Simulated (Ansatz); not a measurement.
**PtS2 under changes of volume**

One of the cells (18.261 Å³/atom); the others are scaled copies at fixed shape and fractional positions:

```
Pt S
1.0
     3.54320    0.00000    0.00000
    -1.77160    3.06850    0.00000
     0.00000    0.00000    5.03880
Pt S
1 2
Direct
  0.00000 0.00000 0.00000
  0.66667 0.33333 0.77300
  0.33333 0.66667 0.22700
```

```yaml
Program: Ansatz 0.2.0
Functional: LDA
Potentials_or_basis: all-electron LAPW, scalar-relativistic
Cutoff: 275 eV (chosen from the basis error)
Basis_error_allowed: 0.002 eV/atom
k_mesh: 9 × 9 × 5
Occupations: fermi-dirac, width 0.05 eV
Spin: no spin polarisation
```

| volume (Å³/atom) | energy over the lowest point (meV/atom) | pressure (GPa) | gap on the mesh (eV) | largest force (eV/Å) |
| --- | --- | --- | --- | --- |
| 17.165 | 67.10 | 15.3 | 0.97 | 1.844 |
| 17.531 | ? | ? | ? | ? |
| 17.896 | 16.74 | 7.1 | 0.93 | 1.123 |
| 18.261 | 4.63 | 3.6 | 0.91 | 0.805 |
| 18.626 | 0.00 | 0.5 | 0.89 | 0.512 |
| 18.992 | 2.09 | -2.3 | 0.87 | 0.242 |
| 19.357 | 10.15 | -4.7 | 0.85 | 0.007 |

Problem. What does the run at 17.531 Å³/atom give?

Solution. Energy over the lowest point 37.22 meV/atom; pressure 11.0 GPa; gap on the mesh 0.95 eV; largest force 1.469 eV/Å.

Worked out: A Birch-Murnaghan fit of order 3 (a polynomial in V^(-2/3)) to the other rows has its minimum at 18.69 Å³/atom with B0 = V·E''(V) = 147 GPa and B' = 4.7 at fixed shape and positions, which overstates the stiffness. It gives 37.20 meV/atom at 17.531 Å³/atom, against the run's 37.22, and -dE/dV = 11.0 GPa, against 11.0. A straight line through the other rows of the gap, of slope -0.998 eV per unit of ln V, gives 0.95 eV, against the run's 0.95.

Energies are extrapolated to zero smearing.

Caveats: spin-orbit coupling is left out, which moves the levels of the heavy elements; an odd mesh through Γ misses points on the zone boundary, where band edges often lie; forces of over 1 eV/Å show positions far from the minimum, so gaps and moduli don't describe the material at rest (some runs).
